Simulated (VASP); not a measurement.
# Si (I4_1/amd) in VASP: further runs

Runs on Si. Level: PBE. Tasks: single point.

Everything below comes from runs of VASP 6.6.1. Logs are shortened: lines on timing, memory, paths and dates and some standing lists are left out, and cuts for length are marked.

### Step 1. Starting point

Symmetry: I4_1/amd, No. 141, tetragonal system. Conventional cell: a = 4.743 Å, b = 4.743 Å, c = 2.659 Å, α = 90.00°, β = 90.00°, γ = 90.00°. Around Si (site symmetry -4m2) lie 6 Si at 2.46 to 2.66 Å.

This isn't the form of Si at room conditions, which is diamond.

### Step 2. Single point, PBE

Input file INCAR:

```
SYSTEM = Si
PREC = Accurate
ENCUT = 500
EDIFF = 1E-7
ISMEAR = 0
SIGMA = 0.02
LREAL = .FALSE.
LASPH = .TRUE.
NELM = 60
ALGO = Fast
ISIF = 2
LWAVE = .FALSE.
LCHARG = .TRUE.
GGA = PE
LELF = .TRUE.
LVHAR = .TRUE.
NBANDS = 11
```

Input file KPOINTS:

```
Automatic mesh
0
G
  6 6 6
  0 0 0
```

Input file POSCAR:

```
Si
1.0
   -2.3713723045      2.3713723045      1.3292653899
    2.3713723045     -2.3713723045      1.3292653899
    2.3713723045      2.3713723045     -1.3292653899
Si
2
Direct
    0.5000000000      0.5000000000      0.0000000000
    0.2500000000      0.7500000000      0.5000000000
```

Potentials or basis: VASP PAW PBE potentials, release 64 (Si_GW).

Started as:

```bash
$ cat potpaw_PBE.64/Si_GW/POTCAR > POTCAR
$ mpirun -np 1 vasp_std > vasp.out
```

OUTCAR:

```text
SYSTEM = Si
   PREC = Accurate
   ENCUT = 500
   EDIFF = 1E-7
   ISMEAR = 0
   LREAL = .FALSE.
   LASPH = .TRUE.
   NELM = 60
   ISIF = 2
   GGA = PE

 ion  position               nearest neighbor table
   1  0.500  0.500  0.000-   2 2.46   2 2.46   2 2.46   2 2.46   2 3.10   2 3.10   2 3.10   2 3.10

   2  0.250  0.750  0.500-   1 2.46   1 2.46   1 2.46   1 2.46   1 3.10   1 3.10   1 3.10   1 3.10

  LATTYP: Found a body centered tetragonal cell.
 ALAT       =     4.7427446090
 C/A-ratio  =     0.5605468983

  Lattice vectors:

 A1 = (  -2.3713723045,   2.3713723045,   1.3292653899)
 A2 = (   2.3713723045,  -2.3713723045,   1.3292653899)
 A3 = (   2.3713723045,   2.3713723045,  -1.3292653899)

Analysis of symmetry for initial positions (statically):
=====================================================================
 Subroutine PRICEL returns:
 Original cell was already a primitive cell.

 Routine SETGRP: Setting up the symmetry group for a
 body centered tetragonal supercell.

 Subroutine GETGRP returns: Found 16 space group operations
 (whereof  8 operations were pure point group operations)
 out of a pool of 16 trial point group operations.

The static configuration has the point symmetry D_2d.
 The point group associated with its full space group is D_4h.

Analysis of symmetry for dynamics (positions and initial velocities):
=====================================================================
 Subroutine PRICEL returns:
 Original cell was already a primitive cell.

 Routine SETGRP: Setting up the symmetry group for a
 body centered tetragonal supercell.

 Subroutine GETGRP returns: Found 16 space group operations
 (whereof  8 operations were pure point group operations)
 out of a pool of 16 trial point group operations.

The dynamic configuration has the point symmetry D_2d.
 The point group associated with its full space group is D_4h.

 Subroutine INISYM returns: Found 16 space group operations
 (whereof  8 operations are pure point group operations),
 and found     1 'primitive' translations

----------------------------------------------------------------------------------------

                                     Primitive cell

  volume of cell :      29.9000

  direct lattice vectors                    reciprocal lattice vectors
    -2.371372304  2.371372304  1.329265390     0.000000000  0.210848376  0.376147610
     2.371372304 -2.371372304  1.329265390     0.210848376  0.000000000  0.376147610
     2.371372304  2.371372304 -1.329265390     0.210848376  0.210848376  0.000000000

  length of vectors
     3.607458896  3.607458896  3.607458896     0.431212317  0.431212317  0.298184633

  position of ions in fractional coordinates (direct lattice)
     0.500000000  0.500000000  0.000000000
     0.250000000  0.750000000  0.500000000

  ion indices of the primitive-cell ions
   primitive index   ion index
                 1           1
                 2           2

----------------------------------------------------------------------------------------

 KPOINTS: Automatic mesh

Automatic generation of k-mesh.
 Grid dimensions read from file:
 generate k-points for:    6    6    6

 Generating k-lattice:

  Cartesian coordinates                     Fractional coordinates (reciprocal lattice)
     0.000000000  0.035141396  0.062691268     0.166666667  0.000000000  0.000000000
     0.035141396  0.000000000  0.062691268     0.000000000  0.166666667  0.000000000
     0.035141396  0.035141396  0.000000000     0.000000000  0.000000000  0.166666667

  Length of vectors
     0.071868720  0.071868720  0.049697439

  Shift w.r.t. Gamma in fractional coordinates (k-lattice)
     0.000000000  0.000000000  0.000000000

 Subroutine IBZKPT returns following result:
 ===========================================

 Found     30 irreducible k-points:

 Following reciprocal coordinates:
            Coordinates               Weight
  0.000000  0.000000  0.000000      1.000000
  0.166667  0.000000  0.000000      8.000000
  0.333333 -0.000000  0.000000      8.000000
  0.500000 -0.000000  0.000000      4.000000
  0.166667  0.166667  0.000000      8.000000
  0.333333  0.166667  0.000000     16.000000
[... 16 lines left out ...]
 -0.333333 -0.333333  0.166667      8.000000
 -0.166667 -0.333333  0.166667      8.000000
 [... further k-points ...]
   k-points           NKPTS =     30   k-points in BZ     NKDIM =     30   number of bands    NBANDS=     11
   number of dos      NEDOS =    301   number of ions     NIONS =      2
   total plane-waves  NPLWV =  21952
   dimension x,y,z NGX =    28 NGY =   28 NGZ =   28
   dimension x,y,z NGXF=    56 NGYF=   56 NGZF=   56
   ions per type =               2
   NGX,Y,Z   is equivalent  to a cutoff of  12.90, 12.90, 12.90 a.u.
   NGXF,Y,Z  is equivalent  to a cutoff of  25.81, 25.81, 25.81 a.u.
 SYSTEM =  Si
   PREC   = accura    normal or accurate (medium, high low for compatibility)
   ISTART =      0    job   : 0-new  1-cont  2-samecut
   ICHARG =      2    charge: 1-file 2-atom 10-const
   ISPIN  =      1    spin polarized calculation?
   LNONCOLLINEAR =      F non collinear calculations
   LSORBIT =      F    spin-orbit coupling
   LASPH  =      T    aspherical Exc in radial PAW
   ENCUT  =  500.0 eV  36.75 Ry    6.06 a.u.   6.58  6.58  6.58*2*pi/ulx,y,z
   NELM   =     60;   NELMIN=  2; NELMDL= -5     # of ELM steps
   EDIFF  = 0.1E-06   stopping-criterion for ELM
   LREAL  =      F    real-space projection
   EDIFFG = 0.1E-05   stopping-criterion for IOM
   NSW    =      0    number of steps for IOM
   IBRION =     -1    ionic relax: 0-MD 1-quasi-New 2-CG
   NFREE  =      0    steps in history (QN), initial steepest desc. (CG)
   ISIF   =      2    stress and relaxation
   ISYM   =      2    0-nonsym 1-usesym 2-fastsym
   POTIM  = 0.5000    time-step for ionic-motion
   TEBEG  =    0.0;   TEEND  =   0.0 temperature during run
   PSTRESS=    0.0 pullay stress
   NELECT =       8.0000    total number of electrons
   NUPDOWN=      -1.0000    fix difference up-down
   EMIN   =  10.00;   EMAX   =-10.00  energy-range for DOS
   EFERMI =   0.00;   METHOD = LEGACY
   ISMEAR =     0;   SIGMA  =   0.02  broadening in eV -4-tet -1-fermi 0-gaus
   EFERMI_NEDOS =   21; number of points for ismear=-14 and -15
   IALGO  =     68    algorithm
   IMIX   =      4    mixing-type and parameters
     AMIX     =   0.40;   BMIX     =  1.00
     AMIX_MAG =   1.60;   BMIX_MAG =  1.00
  volume/ion in A,a.u.               =      14.95       100.89
  Fermi-wavevector in a.u.,A,eV,Ry     =   1.054908  1.993486 15.140973  1.112830
  Thomas-Fermi vector in A             =   2.190086
   LORBIT       =      0    0 simple, 1 ext, 2 COOP (PROOUT), +10 PAW based schemes
   GGA     = PE    functional components
   LHFCALC =     F    Hartree Fock is set to
   AEXX    =    0.0000 exact exchange contribution
   IVDW    =     0    specifies the selected vdW correction
   LEPSILON=     F    determine dielectric tensor
   LRPA    =     F    only Hartree local field effects (RPA)
 non-spin polarized calculation
 RMM-DIIS sequential band-by-band and
 Gauss-broadening in eV      SIGMA  =   0.02
  energy-cutoff  :      500.00
  volume of cell :       29.90
 maximum number of plane-waves:       777
 NGX is ok and might be reduce to    28
   NGX = 13   NGY = 13   NGZ = 13

 number of electron       8.0000000 magnetization

 Free energy of the ion-electron system (eV)
  ---------------------------------------------------
  ext. energy  EPLUGINS =         0.00000000
  ---------------------------------------------------
  free energy    TOTEN  =       -10.19917084 eV

  energy without entropy =      -10.19871606  energy(sigma->0) =      -10.19894345

 E-fermi :   9.0431     XC(G=0): -10.9699

 val. band max:        9.0263463832   @ k =   0.3333   0.1667   0.0000
 cond. band min:       9.1885343219   @ k =  -0.1667   0.3333   0.1667
 fundamental gap:      0.1621879388
 Fermi energy:         9.0431358031

 k-point     1 :       0.0000    0.0000    0.0000
  band No.  band energies     occupation
      1      -5.0006      2.00000
      2       6.4618      2.00000
      3       6.4618      2.00000
      4       7.1600      2.00000
      5      10.4677      0.00000
      6      16.4295      0.00000
      7      18.0351      0.00000
      8      18.0495      0.00000
      9      18.0495      0.00000
     10      19.1586      0.00000
     11      19.6270      0.00000

 k-point     2 :       0.1667    0.0000    0.0000
  band No.  band energies     occupation
      1      -4.2584      2.00000
      2       5.4519      2.00000
      3       6.2361      2.00000
      4       9.3317      0.00000
      5      12.0067      0.00000
      6      12.9331      0.00000
      7      13.6707      0.00000
      8      16.0722      0.00000
      9      16.1955      0.00000
     10      17.5373      0.00000
     11      20.1665      0.00000

 k-point     3 :       0.3333   -0.0000    0.0000
  band No.  band energies     occupation
      1      -2.0557      2.00000
      2       5.3505      2.00000
      3       6.4605      2.00000
      4       6.7682      2.00000
      5       9.8409      0.00000
      6      11.8178      0.00000
      7      13.4252      0.00000
      8      14.2412      0.00000
      9      15.8101      0.00000
     10      16.2555      0.00000
     11      21.6700      0.00000
[... 267 lines left out ...]
 k-point    23 :      -0.3333   -0.3333    0.1667
  band No.  band energies     occupation
      1       1.5774      2.00000
      2       1.7119      2.00000
      3       4.2998      2.00000
      4       5.8894      2.00000
      5       6.0788      2.00000
      6      12.5359      0.00000
      7      15.7956      0.00000
      8      16.8026      0.00000
      9      21.0679      0.00000
     10      21.3634      0.00000
     11      21.8984      0.00000

 k-point    24 :      -0.1667   -0.3333    0.1667
  band No.  band energies     occupation
      1       0.1496      2.00000
      2       4.2865      2.00000
      3       5.8134      2.00000
      4       6.6504      2.00000
      5       7.9117      2.00000
      6      10.7009      0.00000
      7      11.4217      0.00000
      8      14.0505      0.00000
      9      16.5839      0.00000
     10      20.0210      0.00000
     11      23.4012      0.00000

 [... further k-points ...]

------------------------ aborting loop because EDIFF is reached ----------------------------------------

  FORCE on cell =-STRESS in cart. coord.  units (eV):
  Direction    XX          YY          ZZ          XY          YZ          ZX
  --------------------------------------------------------------------------------------
  -------------------------------------------------------------------------------------
  Total        0.9982042      0.9982042     -0.3523338      0.0000000      0.0000000      0.0000000
  in kB       53.4882994     53.4882994    -18.8796410      0.0000000      0.0000000      0.0000000
  external PRESSURE =      29.3656526 kB  Pullay stress =       0.0000000 kB

 VOLUME and BASIS-vectors are now :
 -----------------------------------------------------------------------------
  energy-cutoff  :      500.00
  volume of cell :       29.90
      direct lattice vectors                 reciprocal lattice vectors
    -2.371372304  2.371372304  1.329265390     0.000000000  0.210848376  0.376147610
     2.371372304 -2.371372304  1.329265390     0.210848376  0.000000000  0.376147610
     2.371372304  2.371372304 -1.329265390     0.210848376  0.210848376  0.000000000

 POSITION                                       TOTAL-FORCE (eV/Angst)
 -----------------------------------------------------------------------------------
      0.00000      0.00000      1.32927         0.000000     -0.000000     -0.000000
      2.37137     -0.00000      0.66463        -0.000000      0.000000      0.000000
 -----------------------------------------------------------------------------------
    total drift:                                0.000000      0.000000      0.000000

  FREE ENERGIE OF THE ION-ELECTRON SYSTEM (eV)
  ---------------------------------------------------
  free  energy   TOTEN  =       -10.1991708419 eV

  energy  without entropy=      -10.1987160607  energy(sigma->0) =      -10.19894345
```

Wall time 22 s (1 thread of Intel Xeon Platinum 8375C at 2.90GHz (Ice Lake), shared host); peak memory 0.15 GiB.

What came out:

| Property | Result |
| --- | --- |
| Free energy | -10.1992 eV |
| Pressure | 2.9 GPa |
| Band gap on the k mesh | none (metal or under the smearing width) |

Levels at points of the mesh, in eV from the Fermi level:
```csv
k point,band 2,band 3,band 4,band 5,band 6,band 7
"(0.00, 0.00, 0.00)",-2.58,-2.58,-1.88,1.42,7.39,8.99
"(0.50, 0.00, 0.00)",-7.04,-2.25,-1.97,-1.63,0.91,4.47
"(0.50, 0.50, 0.00)",-10.88,0.28,0.28,2.63,2.63,8.01
"(0.50, 0.50, 0.50)",-8.40,-7.00,-7.00,5.38,5.38,13.20
```

Caveat: the k mesh is coarse (spacing up to 0.45 Å⁻¹), so the values aren't converged.

### Step 3. Single point, PBE

Input file INCAR:

```
ALGO = Fast ; EDIFF = 1E-6
ENCUT = 500 ; GGA = PE
ISIF = 2 ; ISMEAR = 0
LASPH = T ; LCHARG = F
LREAL = F ; LWAVE = F
NBANDS = 11 ; NELM = 100
PREC = Accurate ; SIGMA = 0.02
```

Input file KPOINTS:

```
k-points
0
Gamma
  4 4 4
```

POSCAR is that of step 2.

Potentials or basis: VASP PAW PBE potentials, release 64 (Si_GW).

Started as:

```bash
$ cat potpaw_PBE.64/Si_GW/POTCAR > POTCAR
$ mpirun -np 1 vasp_std > vasp.out
```

Wall time 4.2 s (1 thread of Intel Xeon 6975P-C (Granite Rapids), shared host); peak memory 0.14 GiB.

Results (log left out):

* Free energy: -10.2079 eV
* Pressure: 3.5 GPa
* Band gap on the k mesh: none (metal or under the smearing width)

Stress tensor (GPa, compression positive):
```
-0.98  0.00  0.00
 0.00 -0.98  0.00
 0.00  0.00 12.60
```

Levels at points of the mesh, in eV from the Fermi level:
| k point | band 2 | band 3 | band 4 | band 5 | band 6 | band 7 |
| --- | --- | --- | --- | --- | --- | --- |
| (0.00, 0.00, 0.00) | -2.76 | -2.76 | -2.05 | 1.24 | 7.20 | 8.82 |
| (0.50, 0.00, 0.00) | -7.21 | -2.41 | -2.16 | -1.81 | 0.74 | 4.29 |
| (0.50, 0.50, 0.00) | -11.06 | 0.09 | 0.09 | 2.45 | 2.45 | 7.84 |
| (0.50, 0.50, 0.50) | -8.57 | -7.19 | -7.19 | 5.21 | 5.21 | 13.02 |

Caveat: the k mesh is coarse (spacing up to 0.68 Å⁻¹), so the values aren't converged.

### Step 4. Single point, PBE

Input file INCAR:

```
PREC     = Accurate       # precision mode
ENCUT    = 400            # plane-wave cutoff, eV
EDIFF    = 1E-6           # SCF threshold, eV
ISMEAR   = 0              # smearing method
SIGMA    = 0.02           # smearing width, eV
LREAL    = False          # projectors in reciprocal space
LASPH    = True           # aspherical terms in the spheres
NELM     = 80             # most SCF steps
ALGO     = Normal         # electronic algorithm
ISIF     = 2              # what is computed and relaxed
LWAVE    = False          # write WAVECAR
LCHARG   = False          # write CHGCAR
GGA      = PE             # functional
```

Input file KPOINTS:

```
regular mesh
0
Gamma
  6 6 6
```

POSCAR is that of step 3.

Started as:

```bash
$ cat potpaw_PBE.64/Si_GW/POTCAR > POTCAR
$ mpirun -np 1 vasp_std > vasp.out
```

Wall time 5.9 s (1 thread of Intel Xeon Platinum 8259CL at 2.50GHz (Skylake/Cascade Lake), shared host); peak memory 0.13 GiB.

It converged, with:

- Free energy: -10.1993 eV
- Pressure: 2.9 GPa
- Band gap on the k mesh: none (metal or under the smearing width)

Stress tensor (GPa, compression positive):
```
 5.35  0.00  0.00
 0.00  5.35  0.00
 0.00  0.00 -1.88
```

Levels at points of the mesh, in eV from the Fermi level:
```tsv
k point	band 1	band 2	band 3	band 4	band 5	band 6	band 7	band 8
(0.00, 0.00, 0.00)	-14.04	-2.58	-2.58	-1.88	1.42	7.39	9.00	9.01
(0.50, 0.00, 0.00)	-7.90	-7.04	-2.25	-1.97	-1.63	0.91	4.47	5.40
(0.50, 0.50, 0.00)	-10.88	-10.88	0.28	0.28	2.63	2.63	8.01	8.01
(0.50, 0.50, 0.50)	-8.40	-8.40	-7.00	-7.00	5.38	5.38	13.20	13.20
```

Caveat: the k mesh is coarse (spacing up to 0.45 Å⁻¹), so the values aren't converged.

### Step 5. Summary

| k mesh | cutoff (eV) | further INCAR settings | gap on the mesh (eV) | pressure (GPa) |
| --- | --- | --- | --- | --- |
| 6 × 6 × 6 | 500 | ALGO = Fast; EDIFF = 1e-07; NBANDS = 11 | none | 2.9 |
| 4 × 4 × 4 | 500 | ALGO = Fast; EDIFF = 1e-06; NBANDS = 11 | none | 3.5 |
| 6 × 6 × 6 | 400 | ALGO = Normal; EDIFF = 1e-06 | none | 2.9 |

Alike in all rows: task single point; level PBE; potentials or basis VASP PAW PBE potentials, release 64 (Si_GW); no spin polarisation; cell as given; smearing gaussian 0.02 eV; the mesh is coarse, so values aren't converged.

Caveats: all runs use coarse meshes.

Absolute energies hang on the potentials; compare differences alone.
